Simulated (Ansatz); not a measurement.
Here is an Ansatz 0.2.0 calculation.

The input input.yaml:

```yaml
crystal:
  lattice:
    - [0.0, 2.82891, 2.82891]
    - [2.82891, 0.0, 2.82891]
    - [2.82891, 2.82891, 0.0]
  atoms:
    - { symbol: Ge, position: [0.75, 0.75, 0.75] }
    - { symbol: Ge, position: [0.5, 0.5, 0.5] }
hamiltonian:
  xc: pbe
  pseudopotentials: { kind: paw }
kpoints:
  mp_grid: { grid: [8, 8, 8] }
scf:
  occupations: { method: gaussian, width: 0.012 }
output:
  forces: true
  stress: true
  eigenvalues: true
  write_density: true
  write_potential: true
  elf: true
  volumetric_format: npy
```

Potentials or basis: Ansatz PAW.

Launch:

```sh
$ ansatz run input.yaml --threads 2 --pin off --max-ram 5632MiB --backend cpu --events-out ev --progress --plain --runs-dir out
```

Question: Estimate the pressure.

Answer: 3.6 GPa.

Question: Predict the band gap on the k mesh.

Answer: 0.03 eV, direct.

**Measured values to compare with.**

From “Electronic and optical properties of SixGe1-x-ySny alloys lattice-matched to Ge”, 2021, arxiv:2109.02782, for a bulk crystal of Ge at 300 K: band gap 0.807 eV (direct).

Against the measured gap of Ge, 0.807 eV (direct; 300 K; “Electronic and optical properties of SixGe1-x-ySny alloys lattice-matched to Ge”, 2021, arxiv:2109.02782), the calculated 0.03 eV is off by -0.78 eV. 3 values of this kind are on record (0.666 to 0.807 eV); this one was drawn at random among those near their median. Spin-orbit coupling on Ge is left out. The value is that of PBE on a finite k mesh, which can miss the band edges, without temperature or zero-point motion. Semilocal functionals fall short of measured gaps as a rule.
